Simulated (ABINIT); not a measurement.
# Sn (I4/mmm) in ABINIT: further runs

Runs on Sn. Level: PBEsol. Tasks: single point.

Everything below comes from runs of ABINIT 10.8.3 (patched build). Logs are shortened: lines on timing, memory, paths and dates and some standing lists are left out, and cuts for length are marked. The log counts tension as positive stress, the text compression.

**1. The cell of the first run**

The structure is tetragonal, space group I4/mmm (No. 139). Conventional cell: a = 4.058 Å, b = 4.058 Å, c = 3.322 Å, α = 90.00°, β = 90.00°, γ = 90.00°. Sn (site symmetry 4/mmm) is surrounded by 10 Sn at 3.32 Å.

This isn't the form of Sn at room conditions, which is tetragonal (white tin).

**2. Single point, PBEsol, 27.35 Å³/atom (uniaxial strain of 0 %)**

run.abi

```
# Pseudopotentials
pp_dirpath "./"
pseudos "Sn.GGA_PBE-JTH.xml"

# Structure
acell 3*1.0
rprim
    -3.8346122418     3.8346122418     3.1383815391
     3.8346122418    -3.8346122418     3.1383815391
     3.8346122418     3.8346122418    -3.1383815391
ntypat 1
znucl 50
natom 1
typat 1
xred
     0.0000000000     0.0000000000     0.0000000000

# Plane-wave basis
ecut 22.0
pawecutdg 44.0
pawxcdev 0

# k points
kptopt 1
ngkpt 10 10 10
nshiftk 1
shiftk 0.0 0.0 0.0

# Exchange and correlation
ixc -116133

# Bands and occupations
nband 11
occopt 3
tsmear 0.00183747

# SCF cycle
nstep 100
tolvrs 1.0e-9

# Output
iomode 3
prtwf 0
prteig 0
prtebands 0
enunit 1
prtden 1
prtvha 1
prtvclmb 1
prtpot 1
```

Potentials or basis: JTH PAW PBE v2.0.

Started as:

```
$ abinit run.abi > log 2>&1
```

run.abo:

```text
.Version 10.8.3 of ABINIT
 Symmetries : space group I4/m m m (#139); Bravais tI (body-center tetrag.)
================================================================================
 Values of the parameters that define the memory need of the present run
     intxc =       0    ionmov =       0      iscf =      17    lmnmax =      18
     lnmax =       6     mgfft =      30  mpssoang =       3    mqgrid =    3001
     natom =       1  nloc_mem =       2    nspden =       1   nspinor =       1
    nsppol =       1      nsym =      16    n1xccc =       1    ntypat =       1
    occopt =       3   xclevel =       2
       mpw =         933          nfft =       27000          nkpt =         102
 PAW method is used; the additional fine FFT grid is defined by:
   mgfftf=        40    nfftf =     64000
================================================================================
================================================================================

--------------------------------------------------------------------------------
------------- Echo of variables that govern the present computation ------------
--------------------------------------------------------------------------------
 -outvars: echo values of preprocessed input variables --------
            acell      1.0000000000E+00  1.0000000000E+00  1.0000000000E+00 Bohr
              amu      1.18710000E+02
             ecut      2.20000000E+01 Hartree
           enunit           1
                       outvar_i_n : Printing only first  50 k-points.
              ixc     -116133
                       outvar_i_n : Printing only first  50 k-points.
         kptrlatt       10    0    0      0   10    0      0    0   10
          kptrlen      6.26561575E+01
            natom           1
            nband          11
            ngfft          30      30      30
          ngfftdg          40      40      40
             nkpt         102
            nstep         100
             nsym          16
           ntypat           1
                       prtocc : prtvol=0, do not print more k-points.
           occopt           3
        pawecutdg      4.40000000E+01 Hartree
         pawxcdev           0
        prtebands           0
           prteig           0
           prtpot           1
         prtvclmb           1
           prtvha           1
            prtwf           0
            rprim     -3.8346122418E+00  3.8346122418E+00  3.1383815391E+00
                       3.8346122418E+00 -3.8346122418E+00  3.1383815391E+00
                       3.8346122418E+00  3.8346122418E+00 -3.1383815391E+00
          spgroup         139
           tolvrs      1.00000000E-09
           tsmear      1.83747000E-03 Hartree
            typat      1
           useylm           1
                       outvars : Printing only first  50 k-points.
            znucl       50.00000

================================================================================

 chkinp: Checking input parameters for consistency.

================================================================================
== DATASET  1 ==================================================================

--- !DatasetInfo
iteration_state: {dtset: 1, }
dimensions: {natom: 1, nkpt: 102, mband: 11, nsppol: 1, nspinor: 1, nspden: 1, mpw: 933, }
cutoff_energies: {ecut:  22.0, pawecutdg:  44.0, }
electrons: {nelect:   1.40000000E+01, charge:   0.00000000E+00, occopt:   3.00000000E+00, tsmear:   1.83747000E-03, }
meta: {optdriver: 0, ionmov: 0, optcell: 0, iscf: 17, paral_kgb: 0, }
...

 Real(R)+Recip(G) space primitive vectors, cartesian coordinates (Bohr,Bohr^-1):
 R(1)= -3.8346122  3.8346122  3.1383815  G(1)=  0.0000000  0.1303913  0.1593178
 R(2)=  3.8346122 -3.8346122  3.1383815  G(2)=  0.1303913  0.0000000  0.1593178
 R(3)=  3.8346122  3.8346122 -3.1383815  G(3)=  0.1303913  0.1303913  0.0000000
 Unit cell volume ucvol=  1.8459020E+02 bohr^3
 Angles (23,13,12)=  1.04530205E+02  1.04530205E+02  1.19882259E+02 degrees

 Coarse grid specifications (used for wave-functions):

 getcut: wavevector=  0.0000  0.0000  0.0000  ngfft=  30  30  30
         ecut(hartree)=     22.000   => boxcut(ratio)=   2.26918

 getcut : COMMENT -
  Note that boxcut > 2.2 ; recall that boxcut=Gcut(box)/Gcut(sphere) = 2
  is sufficient for exact treatment of convolution.
  Such a large boxcut is a waste : you could raise ecut
  e.g. ecut=   28.320408 Hartrees makes boxcut=2

 Fine grid specifications (used for densities):

 getcut: wavevector=  0.0000  0.0000  0.0000  ngfft=  40  40  40
         ecut(hartree)=     44.000   => boxcut(ratio)=   2.13799

--- Pseudopotential description ------------------------------------------------
- pspini: atom type   1  psp file is ./Sn.GGA_PBE-JTH.xml
 Pseudopotential format is: paw10
 basis_size (lnmax)=  6 (lmn_size= 18), orbitals=   0   0   1   1   2   2
 Spheres core radius: rc_sph= 2.51086398
 Shapefunction is BESSEL type: shapef(r,l)=aa(1,l)*jl(q(1,l)*r)+aa(2,l)*jl(q(2,l)*r)
 Radius for shape functions =  1.40702157
 Compensation charge density is not taken into account in XC energy/potential

   3.60098397E+02                                ecore*ucvol(ha*bohr**3)
--------------------------------------------------------------------------------

================================================================================

--- !BeginCycle
iteration_state: {dtset: 1, }
solver: {iscf: 17, nstep: 100, nline: 4, wfoptalg: 10, }
tolerances: {tolvrs: 1.00E-09, }
...

     iter   Etot(hartree)      deltaE(h)  residm     nres2
 ETOT  1  -69.647541597108    -6.965E+01 3.163E-01 5.966E-01
 ETOT  2  -69.712521617866    -6.498E-02 3.529E-02 9.401E-02
 ETOT  3  -69.712442111234     7.951E-05 1.889E-02 1.539E-02
 ETOT  4  -69.712433832365     8.279E-06 2.327E-03 2.435E-04
 ETOT  5  -69.712433336348     4.960E-07 9.838E-04 9.760E-07
 ETOT  6  -69.712433339948    -3.600E-09 8.962E-04 5.690E-08
 ETOT  7  -69.712433340010    -6.229E-11 2.984E-04 1.445E-08
 ETOT  8  -69.712433339956     5.460E-11 6.914E-04 1.287E-10

 At SCF step    8       nres2   =  1.29E-10 < tolvrs=  1.00E-09 =>converged.

 Cartesian components of stress tensor (hartree/bohr^3)
  sigma(1 1)=  7.32689866E-05  sigma(3 2)=  0.00000000E+00
  sigma(2 2)=  7.32689866E-05  sigma(3 1)=  0.00000000E+00
  sigma(3 3)=  3.74393328E-05  sigma(2 1)=  0.00000000E+00

--- !ResultsGS
iteration_state: {dtset: 1, }
comment   : Summary of ground state results
lattice_vectors:
- [ -3.8346122,   3.8346122,   3.1383815, ]
- [  3.8346122,  -3.8346122,   3.1383815, ]
- [  3.8346122,   3.8346122,  -3.1383815, ]
lattice_lengths: [   6.26562,    6.26562,    6.26562, ]
lattice_angles: [104.530, 104.530, 119.882, ] # degrees, (23, 13, 12)
lattice_volume:   1.8459020E+02
convergence: {deltae:  5.460E-11, res2:  1.287E-10, residm:  6.914E-04, diffor: null, }
etotal    :  -6.97124333E+01
entropy   :   0.00000000E+00
fermie    :   2.29206070E-01
cartesian_stress_tensor: # hartree/bohr^3
- [  7.32689866E-05,   0.00000000E+00,   0.00000000E+00, ]
- [  0.00000000E+00,   7.32689866E-05,   0.00000000E+00, ]
- [  0.00000000E+00,   0.00000000E+00,   3.74393328E-05, ]
pressure_GPa:  -1.8043E+00
xred      :
- [  0.0000E+00,   0.0000E+00,   0.0000E+00, Sn]
cartesian_forces: # hartree/bohr
- [ -0.00000000E+00,  -0.00000000E+00,  -0.00000000E+00, ]
force_length_stats: {min:   0.00000000E+00, max:   0.00000000E+00, mean:   0.00000000E+00, }
...

 Integrated electronic density in atomic spheres:
 ------------------------------------------------
 Atom  Sphere_radius  Integrated_density
    1        2.51086         11.85687047

================================================================================

 ----iterations are completed or convergence reached----

 Mean square residual over all n,k,spin=   15.425E-07; max=  69.142E-05
 reduced coordinates (array xred) for    1 atoms
       0.000000000000      0.000000000000      0.000000000000
 rms dE/dt=  0.0000E+00; max dE/dt=  0.0000E+00; dE/dt below (all hartree)
    1       0.000000000000      0.000000000000      0.000000000000

 cartesian coordinates (angstrom) at end:
    1      0.00000000000000     0.00000000000000     0.00000000000000

 cartesian forces (hartree/bohr) at end:
    1     -0.00000000000000    -0.00000000000000    -0.00000000000000
 frms,max,avg= 0.0000000E+00 0.0000000E+00   0.000E+00  0.000E+00  0.000E+00 h/b

 cartesian forces (eV/Angstrom) at end:
    1     -0.00000000000000    -0.00000000000000    -0.00000000000000
 frms,max,avg= 0.0000000E+00 0.0000000E+00   0.000E+00  0.000E+00  0.000E+00 e/A
 length scales=  1.000000000000  1.000000000000  1.000000000000 bohr
              =  0.529177210544  0.529177210544  0.529177210544 angstroms
 Fermi (or HOMO) energy (eV) =   6.23701   Average Vxc (eV)= -10.37747
 Eigenvalues (   eV  ) for nkpt= 102  k points:
 kpt#   1, nband= 11, wtk=  0.00100, kpt=  0.0000  0.0000  0.0000 (reduced coord)
 -15.16925  -15.09301  -15.09301  -15.09126  -14.97634   -4.77747   13.02737   13.02737
  15.57066   16.54862   17.63881
 prteigrs : prtvol=0 or 1, do not print more k-points.

--- !EnergyTerms
iteration_state     : {dtset: 1, }
comment             : Components of total free energy in Hartree
kinetic             :  1.17054133404773E+01
hartree             :  2.39685445218248E+01
xc                  : -6.81067265642533E+00
Ewald energy        : -4.96320901037516E+01
psp_core            :  1.95079910470957E+00
local_psp           : -6.64788296577038E+01
PAW spherical_terms :  1.55845794910872E+01
internal            : -6.97122559597818E+01
'-kT*entropy'       : -1.74852573799027E-04
total_energy        : -6.97124308123556E+01
total_energy_eV     : -1.89697188098123E+03
...

--- !EnergyTermsDC
iteration_state     : {dtset: 1, }
comment             : '"Double-counting" decomposition of free energy'
band_energy         : -5.27556086548215E+00
Ewald energy        : -4.96320901037516E+01
psp_core            :  1.95079910470957E+00
xc_dc               : -2.62176701839282E+01
PAW spherical_terms :  9.46226356107047E+00
internal            : -6.97122584873819E+01
'-kT*entropy'       : -1.74852573799027E-04
total_energy_dc     : -6.97124333399557E+01
total_energy_dc_eV  : -1.89697194976074E+03
...

--- !EnergyTermsWithPAWCore
iteration_state     : {dtset: 1, }
comment             : 'Components of total free energy, including PAW core contributions'
Total energy        : -6.17461270772929E+03
Total energy DC     : -6.17461271025689E+03
Total energy (eV)   : -1.68019771309364E+05
Total energy DC (eV): -1.68019771378144E+05
...

 Cartesian components of stress tensor (hartree/bohr^3)
  sigma(1 1)=  7.32689866E-05  sigma(3 2)=  0.00000000E+00
  sigma(2 2)=  7.32689866E-05  sigma(3 1)=  0.00000000E+00
  sigma(3 3)=  3.74393328E-05  sigma(2 1)=  0.00000000E+00

-Cartesian components of stress tensor (GPa)         [Pressure= -1.8043E+00 GPa]
- sigma(1 1)=  2.15564801E+00  sigma(3 2)=  0.00000000E+00
- sigma(2 2)=  2.15564801E+00  sigma(3 1)=  0.00000000E+00
- sigma(3 3)=  1.10150320E+00  sigma(2 1)=  0.00000000E+00

== END DATASET(S) ==============================================================
================================================================================

 -outvars: echo values of variables after computation  --------
            acell      1.0000000000E+00  1.0000000000E+00  1.0000000000E+00 Bohr
           etotal     -6.9712433340E+01
            fcart     -0.0000000000E+00 -0.0000000000E+00 -0.0000000000E+00
            rprim     -3.8346122418E+00  3.8346122418E+00  3.1383815391E+00
                       3.8346122418E+00 -3.8346122418E+00  3.1383815391E+00
                       3.8346122418E+00  3.8346122418E+00 -3.1383815391E+00
           strten      7.3268986590E-05  7.3268986590E-05  3.7439332825E-05
                       0.0000000000E+00  0.0000000000E+00  0.0000000000E+00
 Calculation completed.
```

Run time: 40 s. Hardware: 1 thread of Intel Xeon Platinum 8259CL at 2.50GHz (Skylake/Cascade Lake), shared host; peak memory 0.13 GiB.

Results:

```
Free energy                                           : -1896.9719 eV
Pressure                                              : -1.8 GPa
Band gap on the k mesh                                : none (metal or under the smearing width)
Valence electrons inside the program's atomic spheres : Sn 11.86 (radii [1.3287] Å)
```

Caveat: the PAW data sets were made with another functional, which shifts forces and pressure a little.

**3. Single point, PBEsol, 26.81 Å³/atom (uniaxial strain of -2 %)**

run.abi, as its differences from that of step 2:

```diff
@@ -7,5 +7,5 @@
 rprim
-    -3.8346122418     3.8346122418     3.1383815391
-     3.8346122418    -3.8346122418     3.1383815391
-     3.8346122418     3.8346122418    -3.1383815391
+    -3.8346122418     3.8346122418     3.0756139083
+     3.8346122418    -3.8346122418     3.0756139083
+     3.8346122418     3.8346122418    -3.0756139083
 ntypat 1
@@ -16,2 +16,5 @@
      0.0000000000     0.0000000000     0.0000000000
+chkprim 0
+chksymtnons 0
+tolsym 1.0e-6
```

Potentials or basis: JTH PAW PBE v2.0.

Started as:

```
$ abinit run.abi > log 2>&1
```

Wall time 38 s (1 thread of Intel Xeon Platinum 8259CL at 2.50GHz (Skylake/Cascade Lake), shared host); peak memory 0.13 GiB.

It converged, with:

```yaml
Free_energy: -1896.9709 eV
Pressure: -0.6 GPa
Band_gap_on_the_k_mesh: none (metal or under the smearing width)
Valence_electrons_inside_the_program's_atomic_spheres: Sn 11.86 (radii [1.3287] Å)
```

Caveat: the PAW data sets were made with another functional, which shifts forces and pressure a little.
